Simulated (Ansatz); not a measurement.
# Co (P-3m1) in Ansatz: a series of runs, part 2 of 2

Ansatz 0.2.0. The steps go on from the part before.

## 4. Single point, PBEsol, non-collinear spin, random start

File input.yaml:

```yaml
crystal:
  lattice:
    - [2.4873648738, 0.0, 0.0]
    - [-1.2436824369, 2.1541211692, 0.0]
    - [0.0, 0.0, 4.0632895034]
  atoms:
    - { symbol: Co, position: [0.3333333333, 0.6666666667, 0.740139], spin: 0.68, spin_axis: [0.641, 0.024, 0.225] }
    - { symbol: Co, position: [0.6666666667, 0.3333333333, 0.259861], spin: 2.21, spin_axis: [2.11, -0.426, 0.499] }
hamiltonian:
  xc: pbesol
  pseudopotentials: { kind: paw }
magnetization:
  noncollinear: true
  spin_orbit: false
kpoints:
  mp_grid: { grid: [9, 9, 5] }
scf:
  occupations: { method: fermi_dirac, width: 0.05 }
output:
  forces: true
  stress: true
  eigenvalues: true
  write_density: true
  write_potential: true
  elf: true
  volumetric_format: npy
```

Started as:

```
$ ansatz run input.yaml --threads 2 --pin off --max-ram 5632MiB --backend cpu --events-out ev --progress --plain --runs-dir out
```

It took 18 s on 2 threads of Arm Neoverse V2, shared host; peak memory 0.35 GiB.

It converged, with:

- Free energy: -10185.9357 eV
- Pressure: -10.7 GPa
- Largest force: 0.451 eV/Å
- Band gap on the k mesh: none (metal or under the smearing width)
- Net moment: 3.09 μB per cell
- Absolute moment: 3.42 μB per cell

Forces on the atoms (eV/Å):
```
Co   0.000  0.000  0.451
Co   0.000  0.000 -0.451
```

Stress tensor (GPa, compression positive):
```
-10.49   0.00   0.00
  0.00 -10.49   0.00
  0.00   0.00 -11.14
```

Levels at points of the mesh, in eV from the Fermi level:
| k point | band 31 | band 32 | band 33 | band 34 | band 35 | band 36 | band 37 | band 38 |
| --- | --- | --- | --- | --- | --- | --- | --- | --- |
| (0.00, 0.00, 0.00) | -0.81 | -0.81 | -0.72 | -0.72 | -0.35 | -0.32 | -0.15 | -0.15 |

Moments on the atoms (μB; x, y, z):
```
Co   1.50 -0.20  0.41
Co   1.50 -0.20  0.41
```

Caveat: the PAW data sets come from PBE, with cores solved anew for the run's functional, which leaves a small shift of forces and pressure.

## 5. Single point, PBEsol, collinear spin, program default start

File input.yaml:

```yaml
crystal:
  lattice:
    - [2.4873648738, 0.0, 0.0]
    - [-1.2436824369, 2.1541211692, 0.0]
    - [0.0, 0.0, 4.0632895034]
  atoms:
    - { symbol: Co, position: [0.3333333333, 0.6666666667, 0.740139] }
    - { symbol: Co, position: [0.6666666667, 0.3333333333, 0.259861] }
hamiltonian:
  xc: pbesol
  pseudopotentials: { kind: paw }
magnetization:
  spin_polarized: true
  initial_magnetization: 0.0
  spin_locking: { lock_magnetization: hard }
kpoints:
  mp_grid: { grid: [10, 10, 6] }
scf:
  occupations: { method: fermi_dirac, width: 0.05 }
  lower_state_search: "off"
output:
  forces: true
  stress: true
  eigenvalues: true
```

Potentials or basis: Ansatz PAW.

Started as:

```
$ ansatz run input.yaml --threads 2 --pin off --max-ram 5632MiB --backend cpu --events-out ev --progress --plain --runs-dir out
```

Standard output:

```text
Warning: output.stress: scf.convergence.dr2_threshold = 1e-7 eV (the SCF's general default) is looser than the 2e-10 eV advised for a printed stress (1e-10 eV for each atom of the cell: 2). What an SCF threshold leaves in a stress goes as its square root, and in the free energy as the threshold itself, and one threshold admits the most on a small cell: of the crystals measured, under no hybrid functional and no lock of the moments, on runs that ended without the residual-converged pass, on stresses that held no estimate of that error, the worst erred by over 100 MPa in a component at 1e-7 eV an atom and by under 5 at 1e-10. Set scf.convergence.dr2_threshold to 2e-10 eV or tighter. The threshold is an SCF's pass mark: one that does not reach it within its budget of iterations ends unconverged, or closes short of it on a stop that the run arms, and scf.convergence.dr2_threshold's page says what that costs each kind of run
Warning: RAYON_NUM_THREADS=2 ignored (pool sized by the plan → 2); use --threads N
Engine: ansatz 0.2.0, aarch64-unknown-linux-gnu
Pseudopotentials: kind: paw
Pseudopotential: Co, paw, valence charge 17, recommended cutoff 420 eV (normal), Co.paw.azcp
Functional definition: PBEsol
  exchange = pbesol_x
  correlation = pbesol_c
Crystal: 2 atoms, lattice volume = 21.771 Å³
Basis set: ecut = 420 eV, 391 PW (Γ), exchange–correlation on 36×36×60 points (8 copies of the dense FFT grid, shifted against one another)
Bands: 21, of which v1, the nominal top of the filled ones, is band 17 counted from 1 (16 counted from 0)
Symmetry: 12 space group operations
Space group: P-3m1 (ITA 164), of the structure as read, at distance tolerance 2.8e-5 Å
k-points: 72 of 600
Non-local potential: Co, projectors of the file, l = 0: 3, l = 1: 2, l = 2: 3, l = 3: 1
PAW form: soft (Blöchl's): semilocal exchange-correlation on the pseudo side does not see the compensation charge
PAW frozen core: Co, regenerated for the run's functional, and the local potential with it (the file was generated under x = pbe(κ = 0.804, μ = 0.2195149727645171), c = pbe(β = 0.06672455060314922))
PAW one-centre angular grid: Co, 590 points (default); XC on 64 Gauss nodes
Initial density: superposition of atomic densities (chi_scale 0.1, normalization cell)
Initial wavefunctions: pseudopotential atomic-orbital guess
Functional: x = pbesol(κ = 0.804, μ = 0.12345679012345678), c = pbesol(β = 0.046)
iter 1 solved again at ethr=2.30e-3 eV; its pass at ethr=3.10e-3 eV (dr2=7.81e-1 eV) is discarded
SCF iter   1: F=—  HF=-10185.674233 eV  |F-HF|=—  |Δ(HF+E_count)|=         —  Δρ=4.10e-2 (↑4.10e-2 ↓4.10e-2)  dr2=7.82e-1  dr2_m=0.00e0  M=0.000 μB ∫|m|=0.000 μB  β_m=0.30  ethr=2.30e-3  ⟨swp⟩=1.0  Hψ=7742  notcnv=0
preconditioner: auto → none  [metal: Δε(μ)=0.006 eV  Ē_g=5.898 eV  σ=0.050 eV  W_gap=0.03  n_scr=8 (ndim 8)  ℏωp=33.8 eV  f_vac=0.000  D(μ)=5.77/eV (n_scr^D=134)  sad-step TF]
SCF iter   2: F=—  HF=-10185.534657 eV  |F-HF|=—  |Δ(HF+E_count)|=   1.40e-1  Δρ=1.28e-2 (↑1.28e-2 ↓1.28e-2)  dr2=1.07e-1  dr2_m=0.00e0  M=0.000 μB ∫|m|=0.000 μB  β_m=0.36  ethr=2.30e-3  ⟨swp⟩=2.2  Hψ=2317  notcnv=0
SCF iter   3: F=—  HF=-10185.495761 eV  |F-HF|=—  |Δ(HF+E_count)|=   3.89e-2  Δρ=3.39e-3 (↑3.39e-3 ↓3.39e-3)  dr2=6.45e-3  dr2_m=0.00e0  M=0.000 μB ∫|m|=0.000 μB  β_m=0.44  ethr=3.15e-4  ⟨swp⟩=2.1  Hψ=2348  notcnv=0
[... 11 lines left out ...]
Absolute magnetization: 0.0000 μB (∫|ρ↑−ρ↓|)
Spin contamination: 0.0000 ħ² per cell (⟨S²⟩ above its minimum at these occupations)
Per-site moments (μB) at R_I (Å): [(0.0, 0.9994691688402235), (0.0, 0.9994691688402235)]
Free energy (F): -10185.496120 eV
Harris-Foulkes:  -10185.496120 eV  (|F-HF|=3.27e-10)
Internal energy: -10185.446459 eV  (E = F + TS)
E sigma→0 (E₀):  -10185.471290 eV
Entropy (-TS):   -0.049661 eV (-24.831 meV/atom)
Fermi energy:    18.374195 (↑ 18.374195, ↓ 18.374195) eV
--- Per-component energies (eV) ---
  E_band       = -494.636359
  E_kinetic    = 907.774965
  E_local      = -5684.129262  (includes V_loc(G=0)·N_el)
  E_nonlocal   = 908.525294
  E_hartree    = 2376.260616
  E_xc         = -315.427481
  E_vxc        = -408.932717  (∫ρ·V_xc dr)
  E_paw        = -2962.667200  (= ΣΔE_a)
  E_vpaw       = -970.397958  (= ΣTr[D̂ρ^β])
  E_aug_tail   = 0.000117  (compensation charges beyond the density's cutoff)
  E_ewald      = -5416.160346
  E_core_change = 0.376838  (= ΣΔE_core)
  E_smearing   = -0.049661  (= −TS)
  E_closure    = -0.000000  (closes the sum)
  Σ components = -10185.496120   (vs F -10185.496120, Δ=0.00e0)
--- Forces (eV/Å), atoms counted from 1 ---
  atom   1  Co     0.00000000    -0.00000000     0.52548528
  atom   2  Co    -0.00000000     0.00000000    -0.52548528
  max |Σ_I F_I| component: 1.11e-16 eV/Å
--- Stress (GPa, compression-positive) ---
      -20.377874      -0.000000      -0.000000
       -0.000000     -20.377874       0.000000
       -0.000000       0.000000     -22.084340
  P = ⅓ Tr σ = -20.9467 GPa (-209.467 kbar)
--- Band table (eV; the first three rows and the last of 144) ---
  k-point 0 ↑: bands = ["-76.4307", "-76.3717", "-39.9867", "-39.6922", "-39.6922", "-39.6448", "-39.6425", "-39.6425", "9.3945", "13.6526", "16.4898", "16.5662", "16.5662", "16.8665", "16.8665", "17.3657", "17.3657", "18.1320", "18.4774", "18.4774", "24.9507"]
  k-point 1 ↑: bands = ["-76.4273", "-76.3752", "-39.9656", "-39.6893", "-39.6893", "-39.6666", "-39.6455", "-39.6455", "9.6693", "13.5129", "16.3963", "16.5078", "16.5078", "16.8049", "16.8049", "17.3546", "17.5124", "17.5124", "18.4594", "18.4594", "26.3655"]
  k-point 2 ↑: bands = ["-76.4183", "-76.3843", "-39.9094", "-39.7242", "-39.6818", "-39.6818", "-39.6529", "-39.6529", "10.4597", "12.8621", "16.0780", "16.4574", "16.4574", "16.4845", "16.6518", "16.6518", "17.8216", "17.8216", "18.3709", "18.3709", "29.4224"]
  k-point 71 ↓: bands = ["-76.3614", "-76.3590", "-39.9228", "-39.9193", "-39.8478", "-39.8177", "-39.7108", "-39.7052", "14.7963", "14.9351", "15.3545", "15.6239", "15.9957", "16.0803", "17.1451", "17.4656", "18.5343", "18.5372", "23.3847", "23.4222", "26.7125"]
```

Wall time 1.4 s (2 threads of Arm Neoverse V2, shared host); peak memory 0.3 GiB.

What came out:

- Free energy: -10185.4961 eV
- Pressure: -20.9 GPa
- Largest force: 0.525 eV/Å
- Net moment: 0.00 μB per cell
- Absolute moment: 0.00 μB per cell

Forces in eV/Å, atoms in the order of the input:
```
Co   0.000  0.000  0.525
Co   0.000  0.000 -0.525
```

Caveat: the total moment is fixed, so each spin has its own Fermi level; the PAW data sets come from PBE, with cores solved anew for the run's functional, which leaves a small shift of forces and pressure; the thresholds are loose for stress.

## 6. Summary

```csv
spin,fixed moment (μB),k mesh,gap on the mesh (eV),pressure (GPa),moment (μB),largest force (eV/Å)
"collinear, random start",-,12 × 12 × 7,none,-9.3,3.26,0.44
"collinear, ferromagnetic start",-,12 × 12 × 7,none,-9.3,3.26,0.44
"non-collinear, random start",-,9 × 9 × 5,none,-10.7,3.09,0.45
"collinear, program default start",0.0,10 × 10 × 6,-,-20.9,0.00,0.53
```

Alike in all rows: task single point; level PBEsol; potentials or basis Ansatz PAW; cell as given; cutoff (eV) 420; smearing fermi-dirac 0.05 eV.

Every run on the cell as given and a fine mesh finds a metal.

Caveats: the PAW data sets come from PBE, with cores solved anew for the run's functional, which leaves a small shift of forces and pressure; the starting moments weren't kept (some runs); the total moment is fixed, so each spin has its own Fermi level (some runs); the thresholds are loose for stress (some runs).

Total energies depend on the potentials used, so only differences within one code and one set of settings carry meaning.
